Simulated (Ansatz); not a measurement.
# Si: the cost of one run

Method: DFT PBE, scalar-relativistic, plane waves, PAW, in Ansatz 0.2.0.

## 1. The starting structure

It takes space group I4/mmm (No. 139, tetragonal). The conventional cell has a = 6.651 Å, b = 6.651 Å, c = 3.845 Å, α = 90.00°, β = 90.00°, γ = 90.00°. Si (site symmetry m2m) has 4 Si at 2.34 to 2.38 Å as nearest neighbours.

As a file:

```
Si
1.0
     6.65089    6.65089    3.84477
    -9.97633    3.32544    1.92239
     3.32544   -9.97633    9.61193
Si
64
Direct
  0.13410 0.95530 0.95530
  0.38410 0.70530 0.70530
  0.13410 0.70530 0.20530
  0.63410 0.45530 0.45530
  0.88410 0.20530 0.20530
  0.38410 0.45530 0.95530
  0.63410 0.20530 0.70530
  0.13410 0.45530 0.45530
  0.38410 0.20530 0.20530
  0.13410 0.20530 0.70530
  0.88410 0.95530 0.45530
  0.63410 0.95530 0.95530
  0.88410 0.70530 0.70530
  0.38410 0.95530 0.45530
  0.63410 0.70530 0.20530
  0.88410 0.45530 0.95530
  0.11590 0.54470 0.04470
  0.36590 0.29470 0.79470
  0.61590 0.04470 0.54470
  0.11590 0.29470 0.29470
  0.36590 0.04470 0.04470
  0.11590 0.04470 0.54470
  0.86590 0.79470 0.29470
  0.61590 0.79470 0.79470
  0.86590 0.54470 0.54470
  0.36590 0.79470 0.29470
  0.61590 0.54470 0.04470
  0.11590 0.79470 0.79470
  0.36590 0.54470 0.54470
  0.86590 0.29470 0.79470
  0.61590 0.29470 0.29470
  0.86590 0.04470 0.04470
  0.04470 0.13410 0.95530
  0.29470 0.88410 0.70530
  0.54470 0.63410 0.45530
  0.04470 0.88410 0.20530
  0.29470 0.63410 0.95530
  0.04470 0.63410 0.45530
  0.79470 0.38410 0.20530
  0.54470 0.38410 0.70530
  0.79470 0.13410 0.45530
  0.29470 0.38410 0.20530
  0.54470 0.13410 0.95530
  0.04470 0.38410 0.70530
  0.29470 0.13410 0.45530
  0.79470 0.88410 0.70530
  0.54470 0.88410 0.20530
  0.79470 0.63410 0.95530
  0.20530 0.61590 0.79470
  0.45530 0.36590 0.54470
  0.70530 0.11590 0.29470
  0.20530 0.36590 0.04470
  0.45530 0.11590 0.79470
  0.20530 0.11590 0.29470
  0.95530 0.86590 0.04470
  0.70530 0.86590 0.54470
  0.95530 0.61590 0.29470
  0.45530 0.86590 0.04470
  0.70530 0.61590 0.79470
  0.20530 0.86590 0.54470
  0.45530 0.61590 0.29470
  0.95530 0.36590 0.54470
  0.70530 0.36590 0.04470
  0.95530 0.11590 0.79470
```

The runs take a perfect supercell of 64 atoms; the defect goes to fractional position (0.134, 0.955, 0.955).

## 2. The perfect supercell

File input.yaml:

```yaml
crystal:
  lattice:
    - [6.650888, 6.650889, 3.844771]
    - [-9.976333, 3.325444, 1.922386]
    - [3.325444, -9.976333, 9.611928]
  atoms:
    - { symbol: Si, position: [0.134101, 0.9553, 0.9553] }
    - { symbol: Si, position: [0.384101, 0.7053, 0.7053] }
    - { symbol: Si, position: [0.134101, 0.7053, 0.2053] }
    - { symbol: Si, position: [0.634101, 0.4553, 0.4553] }
    - { symbol: Si, position: [0.884101, 0.2053, 0.2053] }
    - { symbol: Si, position: [0.384101, 0.4553, 0.9553] }
    - { symbol: Si, position: [0.634101, 0.2053, 0.7053] }
    - { symbol: Si, position: [0.134101, 0.4553, 0.4553] }
    - { symbol: Si, position: [0.384101, 0.2053, 0.2053] }
    - { symbol: Si, position: [0.134101, 0.2053, 0.7053] }
    - { symbol: Si, position: [0.884101, 0.9553, 0.4553] }
    - { symbol: Si, position: [0.634101, 0.9553, 0.9553] }
    - { symbol: Si, position: [0.884101, 0.7053, 0.7053] }
    - { symbol: Si, position: [0.384101, 0.9553, 0.4553] }
    - { symbol: Si, position: [0.634101, 0.7053, 0.2053] }
    - { symbol: Si, position: [0.884101, 0.4553, 0.9553] }
    - { symbol: Si, position: [0.115899, 0.5447, 0.0447] }
    - { symbol: Si, position: [0.365899, 0.2947, 0.7947] }
    - { symbol: Si, position: [0.615899, 0.0447, 0.5447] }
    - { symbol: Si, position: [0.115899, 0.2947, 0.2947] }
    - { symbol: Si, position: [0.365899, 0.0447, 0.0447] }
    - { symbol: Si, position: [0.115899, 0.0447, 0.5447] }
    - { symbol: Si, position: [0.865899, 0.7947, 0.2947] }
    - { symbol: Si, position: [0.615899, 0.7947, 0.7947] }
    - { symbol: Si, position: [0.865899, 0.5447, 0.5447] }
    - { symbol: Si, position: [0.365899, 0.7947, 0.2947] }
    - { symbol: Si, position: [0.615899, 0.5447, 0.0447] }
    - { symbol: Si, position: [0.115899, 0.7947, 0.7947] }
    - { symbol: Si, position: [0.365899, 0.5447, 0.5447] }
    - { symbol: Si, position: [0.865899, 0.2947, 0.7947] }
    - { symbol: Si, position: [0.615899, 0.2947, 0.2947] }
    - { symbol: Si, position: [0.865899, 0.0447, 0.0447] }
    - { symbol: Si, position: [0.0447, 0.134101, 0.9553] }
    - { symbol: Si, position: [0.2947, 0.884101, 0.7053] }
    - { symbol: Si, position: [0.5447, 0.634101, 0.4553] }
    - { symbol: Si, position: [0.0447, 0.884101, 0.2053] }
    - { symbol: Si, position: [0.2947, 0.634101, 0.9553] }
    - { symbol: Si, position: [0.0447, 0.634101, 0.4553] }
    - { symbol: Si, position: [0.7947, 0.384101, 0.2053] }
    - { symbol: Si, position: [0.5447, 0.384101, 0.7053] }
    - { symbol: Si, position: [0.7947, 0.134101, 0.4553] }
    - { symbol: Si, position: [0.2947, 0.384101, 0.2053] }
    - { symbol: Si, position: [0.5447, 0.134101, 0.9553] }
    - { symbol: Si, position: [0.0447, 0.384101, 0.7053] }
    - { symbol: Si, position: [0.2947, 0.134101, 0.4553] }
    - { symbol: Si, position: [0.7947, 0.884101, 0.7053] }
    - { symbol: Si, position: [0.5447, 0.884101, 0.2053] }
    - { symbol: Si, position: [0.7947, 0.634101, 0.9553] }
    - { symbol: Si, position: [0.2053, 0.615899, 0.7947] }
    - { symbol: Si, position: [0.4553, 0.365899, 0.5447] }
    - { symbol: Si, position: [0.7053, 0.115899, 0.2947] }
    - { symbol: Si, position: [0.2053, 0.365899, 0.0447] }
    - { symbol: Si, position: [0.4553, 0.115899, 0.7947] }
    - { symbol: Si, position: [0.2053, 0.115899, 0.2947] }
    - { symbol: Si, position: [0.9553, 0.865899, 0.0447] }
    - { symbol: Si, position: [0.7053, 0.865899, 0.5447] }
    - { symbol: Si, position: [0.9553, 0.615899, 0.2947] }
    - { symbol: Si, position: [0.4553, 0.865899, 0.0447] }
    - { symbol: Si, position: [0.7053, 0.615899, 0.7947] }
    - { symbol: Si, position: [0.2053, 0.865899, 0.5447] }
    - { symbol: Si, position: [0.4553, 0.615899, 0.2947] }
    - { symbol: Si, position: [0.9553, 0.365899, 0.5447] }
    - { symbol: Si, position: [0.7053, 0.365899, 0.0447] }
    - { symbol: Si, position: [0.9553, 0.115899, 0.7947] }
basis:
  ecutwfc: 420
  fft_grid_basis: typed
kpoints:
  mp_grid: { grid: [1, 1, 1] }
hamiltonian:
  xc: pbe
  pseudopotentials: { kind: paw }
scf:
  occupations: { method: gaussian, width: 0.05 }
output:
  forces: true
  stress: false
  eigenvalues: true
  bader: false
  write_density: true
  volumetric_format: npy
```

Launch:

```console
ansatz run input.yaml --threads 4 --pin off --max-ram 10240MiB --backend cpu --events-out ev --progress --plain --runs-dir out
```

Q: Estimate wall time and peak memory on 4 threads of Arm Neoverse V1, shared host.

About 5.1 s, with a peak of 1.1 GiB.
